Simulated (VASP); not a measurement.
# Si (Fd-3m) in VASP: a series of runs, part 2 of 2

VASP 6.6.1.

## Step 4: Band structure, PBE0

Input file POSCAR:

```
Si                                      
1.0
    0.0000000000      2.7342859811      2.7342859811
    2.7342859811      0.0000000000      2.7342859811
    2.7342859811      2.7342859811      0.0000000000
  Si            
     2
Direct
     0.7500000000000000    0.7500000000000000    0.7500000000000000
     0.5000000000000000    0.5000000000000000    0.5000000000000000
```

Input file INCAR.step1:

```
PREC = Accurate
ENCUT = 450
EDIFF = 1E-5
ISMEAR = 0
SIGMA = 0.02
LREAL = False
LASPH = True
NELM = 120
ALGO = Normal
ISIF = 2
LWAVE = True
LCHARG = False
KPAR = 2
GGA = PE
```

Input file INCAR.step2:

```
PREC = Accurate
ENCUT = 450
EDIFF = 1E-6
ISMEAR = 0
SIGMA = 0.02
LREAL = False
LASPH = True
NELM = 120
ALGO = Normal
ISIF = 2
LWAVE = False
LCHARG = False
GGA = PE
LHFCALC = True
AEXX = 0.25
PRECFOCK = Fast
HFRCUT = -1
KPAR = 2
ISTART = 1
```

Input file KPOINTS:

```
Automatic mesh
0
Gamma
  8 8 8
```

Input file KPOINTS_OPT:

```
path GXWKGLUWLK,UX
8
line-mode
reciprocal
 0.0000000000  0.0000000000  0.0000000000  G
 0.5000000000  0.0000000000  0.5000000000  X

 0.5000000000  0.0000000000  0.5000000000  X
 0.5000000000  0.2500000000  0.7500000000  W

 0.5000000000  0.2500000000  0.7500000000  W
 0.3750000000  0.3750000000  0.7500000000  K

 0.3750000000  0.3750000000  0.7500000000  K
 0.0000000000  0.0000000000  0.0000000000  G

 0.0000000000  0.0000000000  0.0000000000  G
 0.5000000000  0.5000000000  0.5000000000  L

 0.5000000000  0.5000000000  0.5000000000  L
 0.6250000000  0.2500000000  0.6250000000  U

 0.6250000000  0.2500000000  0.6250000000  U
 0.5000000000  0.2500000000  0.7500000000  W

 0.5000000000  0.2500000000  0.7500000000  W
 0.5000000000  0.5000000000  0.5000000000  L

 0.5000000000  0.5000000000  0.5000000000  L
 0.3750000000  0.3750000000  0.7500000000  K

 0.6250000000  0.2500000000  0.6250000000  U
 0.5000000000  0.0000000000  0.5000000000  X
```

Potentials or basis: VASP PAW PBE potentials, release 64 (Si).

Started as:

```console
$ cat potpaw_PBE.64/Si/POTCAR > POTCAR
$ cp INCAR.step1 INCAR
$ mpirun -np 2 vasp_std > vasp.out
$ cp INCAR.step2 INCAR
$ mpirun -np 2 vasp_std > vasp.out
```

OUTCAR:

```text
PREC = Accurate
   ENCUT = 450
   EDIFF = 1E-6
   ISMEAR = 0
   LREAL = False
   LASPH = True
   NELM = 120
   ISIF = 2
   GGA = PE
   LHFCALC = True
   AEXX = 0.25
   PRECFOCK = Fast
   ISTART = 1

 ion  position               nearest neighbor table
   1  0.750  0.750  0.750-   2 2.37   2 2.37   2 2.37   2 2.37
   2  0.500  0.500  0.500-   1 2.37   1 2.37   1 2.37   1 2.37

  LATTYP: Found a face centered cubic cell.
 ALAT       =     5.4685719622

  Lattice vectors:

 A1 = (   0.0000000000,   2.7342859811,   2.7342859811)
 A2 = (   2.7342859811,   0.0000000000,   2.7342859811)
 A3 = (   2.7342859811,   2.7342859811,   0.0000000000)

Analysis of symmetry for initial positions (statically):
=====================================================================
 Subroutine PRICEL returns:
 Original cell was already a primitive cell.

 Routine SETGRP: Setting up the symmetry group for a
 face centered cubic supercell.

 Subroutine GETGRP returns: Found 48 space group operations
 (whereof 24 operations were pure point group operations)
 out of a pool of 48 trial point group operations.

The static configuration has the point symmetry T_d .
 The point group associated with its full space group is O_h .

Analysis of symmetry for dynamics (positions and initial velocities):
=====================================================================
 Subroutine PRICEL returns:
 Original cell was already a primitive cell.

 Routine SETGRP: Setting up the symmetry group for a
 face centered cubic supercell.

 Subroutine GETGRP returns: Found 48 space group operations
 (whereof 24 operations were pure point group operations)
 out of a pool of 48 trial point group operations.

The dynamic configuration has the point symmetry T_d .
 The point group associated with its full space group is O_h .

 Subroutine INISYM returns: Found 48 space group operations
 (whereof 24 operations are pure point group operations),
 and found     1 'primitive' translations
[... 125 lines left out ...]
   NKREDY  =     1    reduce k-point grid by
   NKREDZ  =     1    reduce k-point grid by
   AEXX    =    0.2500 exact exchange contribution
   HFSCREEN=    0.0000 screening length (either q_TF or 0.3 A-1)
   HFSCREENC=   0.0000 screening length for correlation (either q_TF or 0.3 A-1)
   ENCUTFOCK=  -1.0 apply spherical cutoff to Coloumb kernel
   IVDW    =     0    specifies the selected vdW correction
   LEPSILON=     F    determine dielectric tensor
   LRPA    =     F    only Hartree local field effects (RPA)
 non-spin polarized calculation
 Gauss-broadening in eV      SIGMA  =   0.02
  energy-cutoff  :      450.00
  volume of cell :       40.88
 maximum number of plane-waves:       905
  NGX = 16; NGY = 16; NGZ = 16

 number of electron       8.0000000 magnetization

 Free energy of the ion-electron system (eV)
  ---------------------------------------------------
  ext. energy  EPLUGINS =         0.00000000
  ---------------------------------------------------
  free energy    TOTEN  =       -13.56160303 eV

  energy without entropy =      -13.56160303  energy(sigma->0) =      -13.56160303

 E-fermi :   5.0806     XC(G=0):  -7.3942

 val. band max:        4.9428418353   @ k =   0.0000   0.0000   0.0000
 cond. band min:       6.8000114770   @ k =   0.3750   0.3750   0.0000
 fundamental gap:      1.8571696417
 Fermi energy:         5.0806234601

 k-point     1 :       0.0000    0.0000    0.0000
  band No.  band energies     occupation
      1      -8.3108      2.00000
      2       4.9428      2.00000
      3       4.9428      2.00000
      4       4.9428      2.00000
      5       8.9069      0.00000
      6       8.9069      0.00000
      7       8.9069      0.00000
      8       9.6566      0.00000
[... 243 lines left out ...]
 k-point    24 :      -0.3750    0.2500    0.1250
  band No.  band energies     occupation
      1      -5.1789      2.00000
      2      -2.5968      2.00000
      3       1.1819      2.00000
      4       2.6090      2.00000
      5       9.4173      0.00000
      6       9.4845      0.00000
      7      12.4875      0.00000
      8      13.7325      0.00000

 [... further k-points ...]

------------------------ aborting loop because EDIFF is reached ----------------------------------------

  FORCE on cell =-STRESS in cart. coord.  units (eV):
  Direction    XX          YY          ZZ          XY          YZ          ZX
  --------------------------------------------------------------------------------------
  -------------------------------------------------------------------------------------
  Total       -0.5165238     -0.5165238     -0.5165238     -0.0000000      0.0000000     -0.0000000
  in kB      -20.2413334    -20.2413334    -20.2413334     -0.0000000      0.0000000     -0.0000000
  external PRESSURE =     -20.2413334 kB  Pullay stress =       0.0000000 kB

 VOLUME and BASIS-vectors are now :
 -----------------------------------------------------------------------------
  energy-cutoff  :      450.00
  volume of cell :       40.88
      direct lattice vectors                 reciprocal lattice vectors
     0.000000000  2.734285981  2.734285981    -0.182863096  0.182863096  0.182863096
     2.734285981  0.000000000  2.734285981     0.182863096 -0.182863096  0.182863096
     2.734285981  2.734285981  0.000000000     0.182863096  0.182863096 -0.182863096

 POSITION                                       TOTAL-FORCE (eV/Angst)
 -----------------------------------------------------------------------------------
      4.10143      4.10143      4.10143        -0.000000     -0.000000     -0.000000
      2.73429      2.73429      2.73429         0.000000      0.000000      0.000000
 -----------------------------------------------------------------------------------
    total drift:                               -0.000000      0.000000      0.000000

  FREE ENERGIE OF THE ION-ELECTRON SYSTEM (eV)
  ---------------------------------------------------
  free  energy   TOTEN  =       -13.5616030296 eV

  energy  without entropy=      -13.5616030296  energy(sigma->0) =      -13.56160303
```

Wall time 5.6 min (2 MPI ranks of Intel Xeon 6975P-C (Granite Rapids), shared host); peak memory 0.23 GiB.

Results:

```
Free energy             : -13.5616 eV
Pressure                : -2.0 GPa
Band gap on the k mesh  : 1.86 eV, indirect (least direct gap 3.96 eV)
Band gap along the path : 1.82 eV, indirect (least direct gap 3.96 eV)
```

Levels at the corners of the path, in eV from the valence-band top:
| point | band 1 | band 2 | band 3 | band 4 | band 5 | band 6 | band 7 | band 8 |
| --- | --- | --- | --- | --- | --- | --- | --- | --- |
| Γ | -13.25 | 0.00 | 0.00 | 0.00 | 3.96 | 3.96 | 3.96 | 4.71 |
| X | -8.71 | -8.71 | -3.13 | -3.13 | 1.98 | 1.98 | 12.03 | 12.03 |
| X | -8.71 | -8.71 | -3.13 | -3.13 | 1.98 | 1.98 | 12.03 | 12.07 |
| W | -8.53 | -8.53 | -4.19 | -4.19 | 5.74 | 5.74 | 6.60 | 6.60 |
| W | -8.53 | -8.53 | -4.19 | -4.19 | 5.74 | 5.74 | 6.60 | 6.60 |
| K | -9.17 | -8.05 | -4.69 | -2.66 | 2.50 | 5.62 | 9.26 | 9.79 |
| K | -9.17 | -8.05 | -4.69 | -2.66 | 2.50 | 5.62 | 9.25 | 9.76 |
| Γ | -13.25 | 0.00 | 0.00 | 0.00 | 3.96 | 3.96 | 3.96 | 4.71 |
| Γ | -13.25 | 0.00 | 0.00 | 0.00 | 3.96 | 3.96 | 3.96 | 4.71 |
| L | -10.72 | -7.73 | -1.32 | -1.32 | 2.80 | 4.82 | 4.82 | 9.28 |
| L | -10.72 | -7.73 | -1.32 | -1.32 | 2.80 | 4.82 | 4.82 | 9.28 |
| U | -9.17 | -8.05 | -4.69 | -2.66 | 2.50 | 5.62 | 9.26 | 10.00 |
| U | -9.17 | -8.05 | -4.69 | -2.66 | 2.50 | 5.62 | 9.26 | 9.75 |
| W | -8.53 | -8.53 | -4.19 | -4.19 | 5.74 | 5.74 | 6.60 | 6.60 |
| W | -8.53 | -8.53 | -4.19 | -4.19 | 5.74 | 5.74 | 6.60 | 6.60 |
| L | -10.72 | -7.73 | -1.32 | -1.32 | 2.80 | 4.82 | 4.82 | 9.28 |
| L | -10.72 | -7.73 | -1.32 | -1.32 | 2.80 | 4.82 | 4.82 | 9.28 |
| K | -9.17 | -8.05 | -4.69 | -2.66 | 2.50 | 5.62 | 9.26 | 9.75 |
| U | -9.17 | -8.05 | -4.69 | -2.66 | 2.50 | 5.62 | 9.25 | 9.73 |
| X | -8.71 | -8.71 | -3.13 | -3.13 | 1.98 | 1.98 | 12.02 | 12.03 |

Caveat: the PAW data sets were made with another functional, which shifts forces and pressure a little.

## Step 5: Summary

```tsv
level	k mesh	grid for exact exchange (PRECFOCK)	screening parameter	exchange at q = 0	gap on the mesh (eV)	pressure (GPa)
r2SCAN	10 × 10 × 10	-	-	-	0.81	-1.5
HSE06	8 × 8 × 8	Fast	0.2 1/A	-	1.23	-1.9
PBE0	8 × 8 × 8	Fast	-	truncated	1.86	-2.0
```

Alike in all rows: task band structure; potentials or basis VASP PAW PBE potentials, release 64 (Si); no spin polarisation; cell as given; cutoff (eV) 450; smearing gaussian 0.02 eV.

On the cell as given the gap runs from 0.81 eV (r2SCAN) to 1.82 eV (PBE0); the meshes differ, which moves gaps too. The pressure there spans -2.0 GPa (PBE0) to -1.5 GPa (r2SCAN); a positive pressure means that this level wants a larger cell, a negative one a smaller.

Caveats: the PAW data sets were made with another functional, which shifts forces and pressure a little.

Absolute energies hang on the potentials; compare differences alone.
